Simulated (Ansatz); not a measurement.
**InSb: tests of the settings**

This session on InSb sets out to see how the occupation rule and width moves the results.

Computed with Ansatz 0.2.0 (DFT PBE, scalar-relativistic, plane waves, PAW, unless a step's input says otherwise).

1 further run of the same task is left out (for a known fault of the program).

## Step 1: The structure to begin with

The structure is tetragonal, space group P4/mmm (No. 123). The conventional cell has a = 3.077 Å, b = 3.077 Å, c = 6.215 Å, α = 90.00°, β = 90.00°, γ = 90.00°. In (site symmetry 4/mmm) is surrounded by 4 In at 3.08 Å and 2 Sb at 3.11 Å. Around Sb (site symmetry 4/mmm) lie 4 Sb at 3.08 Å and 2 In at 3.11 Å.

Coordinates:

```
CELL_PARAMETERS angstrom
3.07666 0.00000 0.00000
0.00000 3.07666 0.00000
0.00000 0.00000 6.21547
ATOMIC_POSITIONS crystal
In 0.00000 0.00000 0.00000
Sb 0.00000 0.00000 0.50000
```

Source of the structure: the Materials Project (structure only). It is taken as it stands there.

## Step 2: The base run, which the others are set against

input.yaml reads:

```yaml
crystal:
  lattice:
    - [3.076656, 0.0, 0.0]
    - [0.0, 3.076656, 0.0]
    - [0.0, 0.0, 6.21547]
  atoms:
    - { symbol: In, position: [0.0, 0.0, 0.0] }
    - { symbol: Sb, position: [0.0, 0.0, 0.5] }
basis:
  ecutwfc: 420
kpoints:
  mp_grid: { grid: [14, 14, 8] }
hamiltonian:
  xc: pbe
scf:
  occupations: { method: gaussian, width: 0.1 }
output:
  forces: true
  stress: true
  eigenvalues: true
  populations: true
```

It was run beforehand and gave: -6041.0986 eV/atom at zero smearing, pressure 0.55 GPa, largest force 0.000 eV/Å, no gap on the mesh, in 7 SCF cycles and 4 s.

## Step 3: Occupation rule and width: Gaussian 0.02 eV

input.yaml reads:

```yaml
crystal:
  lattice:
    - [3.076656, 0.0, 0.0]
    - [0.0, 3.076656, 0.0]
    - [0.0, 0.0, 6.21547]
  atoms:
    - { symbol: In, position: [0.0, 0.0, 0.0] }
    - { symbol: Sb, position: [0.0, 0.0, 0.5] }
basis:
  ecutwfc: 420
kpoints:
  mp_grid: { grid: [14, 14, 8] }
hamiltonian:
  xc: pbe
scf:
  occupations: { method: gaussian, width: 0.02 }
output:
  forces: true
  stress: true
  eigenvalues: true
```

## Step 4: Occupation rule and width set to Gaussian 0.5 eV

input.yaml: that of step 3 with these lines changed.

```diff
@@ -15,3 +15,3 @@
 scf:
-  occupations: { method: gaussian, width: 0.02 }
+  occupations: { method: gaussian, width: 0.5 }
 output:
```

## Step 5: Occupation rule and width set to Fermi–Dirac 0.1 eV

input.yaml: that of step 4 with these lines changed.

```diff
@@ -15,3 +15,3 @@
 scf:
-  occupations: { method: gaussian, width: 0.5 }
+  occupations: { method: fermi_dirac, width: 0.1 }
 output:
```

## Step 6: Occupation rule and width set to Fermi–Dirac 0.3 eV

input.yaml: that of step 5 with these lines changed.

```diff
@@ -15,3 +15,3 @@
 scf:
-  occupations: { method: fermi_dirac, width: 0.1 }
+  occupations: { method: fermi_dirac, width: 0.3 }
 output:
```

## Step 7: Occupation rule and width: Methfessel–Paxton 0.01 eV

input.yaml: that of step 6 with these lines changed.

```diff
@@ -15,3 +15,3 @@
 scf:
-  occupations: { method: fermi_dirac, width: 0.3 }
+  occupations: { method: methfessel_paxton, width: 0.01 }
 output:
```

## Step 8: Occupation rule and width: Methfessel–Paxton 0.02 eV

input.yaml: that of step 7 with these lines changed.

```diff
@@ -15,3 +15,3 @@
 scf:
-  occupations: { method: methfessel_paxton, width: 0.01 }
+  occupations: { method: methfessel_paxton, width: 0.02 }
 output:
```

## Step 9: Occupation rule and width: Methfessel–Paxton 0.05 eV

input.yaml: that of step 8 with these lines changed.

```diff
@@ -15,3 +15,3 @@
 scf:
-  occupations: { method: methfessel_paxton, width: 0.02 }
+  occupations: { method: methfessel_paxton, width: 0.05 }
 output:
```

## Step 10: Occupation rule and width set to Methfessel–Paxton 0.2 eV

input.yaml: that of step 9 with these lines changed.

```diff
@@ -15,3 +15,3 @@
 scf:
-  occupations: { method: methfessel_paxton, width: 0.05 }
+  occupations: { method: methfessel_paxton, width: 0.2 }
 output:
```

## Step 11: Occupation rule and width set to cold 0.02 eV

input.yaml: that of step 10 with these lines changed.

```diff
@@ -15,3 +15,3 @@
 scf:
-  occupations: { method: methfessel_paxton, width: 0.2 }
+  occupations: { method: cold, width: 0.02 }
 output:
```

## Step 12: Occupation rule and width: cold 0.3 eV

input.yaml: that of step 11 with these lines changed.

```diff
@@ -15,3 +15,3 @@
 scf:
-  occupations: { method: cold, width: 0.02 }
+  occupations: { method: cold, width: 0.3 }
 output:
```

## Step 13: Occupation rule and width: cold 0.5 eV

input.yaml: that of step 12 with these lines changed.

```diff
@@ -15,3 +15,3 @@
 scf:
-  occupations: { method: cold, width: 0.3 }
+  occupations: { method: cold, width: 0.5 }
 output:
```

## Step 14: Occupation rule and width: tetrahedron

input.yaml: that of step 13 with these lines changed.

```diff
@@ -15,3 +15,3 @@
 scf:
-  occupations: { method: cold, width: 0.5 }
+  occupations: { method: tetrahedron }
 output:
```

(Steps that only read results are left out.)

What results come out of these runs, taken together? Wanted: largest energy shift, occupation rule and width.

The runs gave:

```
                                       quantity                          value
largest energy shift, occupation rule and width  -4.75 meV/atom at tetrahedron
```

In words: Smearing shifts the free energy by as much as 83.2 meV/atom (Fermi–Dirac 0.3); extrapolating to zero width leaves 4.75 at most. For the widths that shift F most, the extrapolation takes out most of the shift. In a metal, forces and stress under tetrahedra need not match the slope of their energy. The runs treat Sb without spin-orbit coupling.
